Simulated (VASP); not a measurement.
# MgS (Imm2) in VASP: further runs, part 3 of 3

VASP 6.6.1.

### Step 5. Single point, PBE (atom 1 (Mg) moved by (-0.450, +0.000) A along x and z)

The input, INCAR:

```
PREC = Accurate
ENCUT = 520
EDIFF = 1E-6
ISMEAR = 0
SIGMA = 0.05
LREAL = False
LASPH = True
NELM = 80
ALGO = Fast
ISIF = 2
LWAVE = False
LCHARG = False
GGA = PE
NBANDS = 11
```

The input, KPOINTS:

```
regular mesh
0
Gamma
  8 8 8
```

The input, POSCAR:

```
MgS
1.0
    0.0000000000      2.6016500000      2.6016500000
    2.6016500000      0.0000000000      2.6016500000
    2.6016500000      2.6016500000      0.0000000000
Mg S
1 1
Direct
    0.0864835777     -0.0864835777     -0.0864835777
    0.5000000000      0.5000000000      0.5000000000
```

Potentials or basis: VASP PAW PBE potentials, release 64 (Mg, S).

Started as:

```sh
$ cat potpaw_PBE.64/Mg/POTCAR potpaw_PBE.64/S/POTCAR > POTCAR
$ mpirun -np 1 vasp_std > vasp.out
```

OUTCAR:

```text
PREC = Accurate
   ENCUT = 520
   EDIFF = 1E-6
   ISMEAR = 0
   LREAL = False
   LASPH = True
   NELM = 80
   ISIF = 2
   GGA = PE

 ion  position               nearest neighbor table
   1  0.086  0.914  0.914-   2 2.15   2 2.64   2 2.64   2 2.64   2 2.64   2 3.05
   2  0.500  0.500  0.500-   1 2.15   1 2.64   1 2.64   1 2.64   1 2.64   1 3.05

  LATTYP: Found a face centered cubic cell.
 ALAT       =     5.2033000000

  Lattice vectors:

 A1 = (   0.0000000000,   2.6016500000,   2.6016500000)
 A2 = (   2.6016500000,   0.0000000000,   2.6016500000)
 A3 = (   2.6016500000,   2.6016500000,   0.0000000000)

Analysis of symmetry for initial positions (statically):
=====================================================================
 Subroutine PRICEL returns:
 Original cell was already a primitive cell.

 Routine SETGRP: Setting up the symmetry group for a
 face centered cubic supercell.

 Subroutine GETGRP returns: Found  8 space group operations
 (whereof  8 operations were pure point group operations)
 out of a pool of 48 trial point group operations.

The static configuration has the point symmetry C_4v.

Analysis of symmetry for dynamics (positions and initial velocities):
=====================================================================
 Subroutine PRICEL returns:
 Original cell was already a primitive cell.

 Routine SETGRP: Setting up the symmetry group for a
 face centered cubic supercell.

 Subroutine GETGRP returns: Found  8 space group operations
 (whereof  8 operations were pure point group operations)
 out of a pool of 48 trial point group operations.

The dynamic configuration has the point symmetry C_4v.

 Subroutine INISYM returns: Found  8 space group operations
 (whereof  8 operations are pure point group operations),
 and found     1 'primitive' translations

----------------------------------------------------------------------------------------

                                     Primitive cell

  volume of cell :      35.2190

  direct lattice vectors                    reciprocal lattice vectors
[... 112 lines left out ...]
   GGA     = PE    functional components
   LHFCALC =     F    Hartree Fock is set to
   AEXX    =    0.0000 exact exchange contribution
   IVDW    =     0    specifies the selected vdW correction
   LEPSILON=     F    determine dielectric tensor
   LRPA    =     F    only Hartree local field effects (RPA)
 non-spin polarized calculation
 RMM-DIIS sequential band-by-band and
 Gauss-broadening in eV      SIGMA  =   0.05
  energy-cutoff  :      520.00
  volume of cell :       35.22
 maximum number of plane-waves:       960
   NGX = 13   NGY = 13   NGZ = 13

 number of electron       8.0000000 magnetization

 Free energy of the ion-electron system (eV)
  ---------------------------------------------------
  ext. energy  EPLUGINS =         0.00000000
  ---------------------------------------------------
  free energy    TOTEN  =        -8.03204726 eV

  energy without entropy =       -8.03204726  energy(sigma->0) =       -8.03204726

 E-fermi :   3.9016     XC(G=0):  -9.6361

 val. band max:        3.6766316378   @ k =   0.0000   0.0000   0.0000
 cond. band min:       6.5141314539   @ k =   0.5000   0.5000   0.0000
 fundamental gap:      2.8374998160
 Fermi energy:         3.9016254451

 k-point     1 :       0.0000    0.0000    0.0000
  band No.  band energies     occupation
      1      -9.0091      2.00000
      2       3.4149      2.00000
      3       3.6766      2.00000
      4       3.6766      2.00000
      5       7.3439      0.00000
      6      11.5663      0.00000
      7      11.5663      0.00000
      8      11.8975      0.00000
      9      14.1744      0.00000
     10      14.7161      0.00000
     11      15.8695      0.00000
[... 309 lines left out ...]
 k-point    24 :       0.5000    0.2500    0.0000
  band No.  band energies     occupation
      1      -7.5789      2.00000
      2      -0.3179      2.00000
      3       1.4868      2.00000
      4       2.4433      2.00000
      5       8.1047      0.00000
      6      10.2026      0.00000
      7      12.5000      0.00000
      8      13.0830      0.00000
      9      16.4219      0.00000
     10      18.1699      0.00000
     11      19.1804      0.00000

 [... further k-points ...]
[... 5 lines left out ...]
  --------------------------------------------------------------------------------------
  -------------------------------------------------------------------------------------
  Total        6.1170763     -0.1187663     -0.1187663     -0.0000000      0.0000000     -0.0000000
  in kB      278.2773588     -5.4029037     -5.4029037     -0.0000000      0.0000000     -0.0000000
  external PRESSURE =      89.1571838 kB  Pullay stress =       0.0000000 kB

 VOLUME and BASIS-vectors are now :
 -----------------------------------------------------------------------------
  energy-cutoff  :      520.00
  volume of cell :       35.22
      direct lattice vectors                 reciprocal lattice vectors
     0.000000000  2.601650000  2.601650000    -0.192185728  0.192185728  0.192185728
     2.601650000  0.000000000  2.601650000     0.192185728 -0.192185728  0.192185728
     2.601650000  2.601650000  0.000000000     0.192185728  0.192185728 -0.192185728

 POSITION                                       TOTAL-FORCE (eV/Angst)
 -----------------------------------------------------------------------------------
      4.75330      2.60165      2.60165         2.970068      0.000000      0.000000
      2.60165      2.60165      2.60165        -2.970068      0.000000      0.000000
 -----------------------------------------------------------------------------------
    total drift:                                0.002749      0.000000      0.000000

  FREE ENERGIE OF THE ION-ELECTRON SYSTEM (eV)
  ---------------------------------------------------
  free  energy   TOTEN  =        -8.0320472620 eV

  energy  without entropy=       -8.0320472620  energy(sigma->0) =       -8.03204726
```

OSZICAR:

```text
N       E                     dE             d eps       ncg     rms          rms(c)
DAV:   1     0.228213324044E+02    0.22821E+02   -0.34055E+03  1298   0.583E+02
DAV:   2    -0.707408903957E+01   -0.29895E+02   -0.28780E+02  1671   0.104E+02
DAV:   3    -0.853231089564E+01   -0.14582E+01   -0.14558E+01  1600   0.235E+01
DAV:   4    -0.854133682834E+01   -0.90259E-02   -0.90250E-02  1536   0.223E+00
DAV:   5    -0.854142245120E+01   -0.85623E-04   -0.85622E-04  1616   0.215E-01    0.468E+00
RMM:   6    -0.808444746871E+01    0.45697E+00   -0.42057E-01  1310   0.297E+00    0.373E+00
RMM:   7    -0.803258528280E+01    0.51862E-01   -0.21150E-01  1377   0.226E+00    0.237E+00
RMM:   8    -0.803332054104E+01   -0.73526E-03   -0.17561E-02  1433   0.877E-01    0.675E-01
RMM:   9    -0.803200573171E+01    0.13148E-02   -0.30436E-03  1554   0.333E-01    0.205E-01
RMM:  10    -0.803205352026E+01   -0.47789E-04   -0.86327E-04  1577   0.182E-01    0.113E-01
RMM:  11    -0.803204781198E+01    0.57083E-05   -0.89779E-05  1608   0.708E-02    0.404E-02
RMM:  12    -0.803204757607E+01    0.23591E-06   -0.19916E-05  1621   0.341E-02    0.326E-02
RMM:  13    -0.803204726202E+01    0.31405E-06   -0.49048E-06  1504   0.161E-02
   1 F= -.80320473E+01 E0= -.80320473E+01  d E =-.177080E-12
```

It took 16 s on 1 thread of Intel Xeon Platinum 8488C (Sapphire Rapids), shared host; peak memory 0.16 GiB.

Results:

```
Free energy            : -8.0320 eV
Pressure               : 8.9 GPa
Largest force          : 2.970 eV/Å
Band gap on the k mesh : 2.84 eV, indirect (least direct gap 3.67 eV)
```

Forces in eV/Å, atoms in the order of the input:
```
Mg   2.970  0.000  0.000
S   -2.970  0.000  0.000
```

Stress tensor (GPa, compression positive):
```
27.83  0.00  0.00
 0.00 -0.54  0.00
 0.00  0.00 -0.54
```

Caveat: forces of over 1 eV/Å show positions far from the minimum, so gaps and moduli don't describe the material at rest.

### Step 6. The runs side by side

| cell | gap on the mesh (eV) | pressure (GPa) | largest force (eV/Å) |
| --- | --- | --- | --- |
| atom 1 (Mg) moved by (-0.225, -0.225) A along x and z | 2.80 | 4.3 | 1.02 |
| atom 1 (Mg) moved by (-0.450, -0.225) A along x and z | 2.84 | 10.1 | 2.73 |
| atom 1 (Mg) moved by (-0.450, -0.450) A along x and z | 2.88 | 14.3 | 2.62 |
| atom 1 (Mg) moved by (-0.450, +0.000) A along x and z | 2.84 | 8.9 | 2.97 |

Alike in all rows: task single point; level PBE; potentials or basis VASP PAW PBE potentials, release 64 (Mg, S); no spin polarisation; k mesh 8 × 8 × 8; cutoff (eV) 520; smearing gaussian 0.05 eV.

Caveats: forces of over 1 eV/Å show positions far from the minimum, so gaps and moduli don't describe the material at rest.

Absolute energies hang on the potentials; compare differences alone.
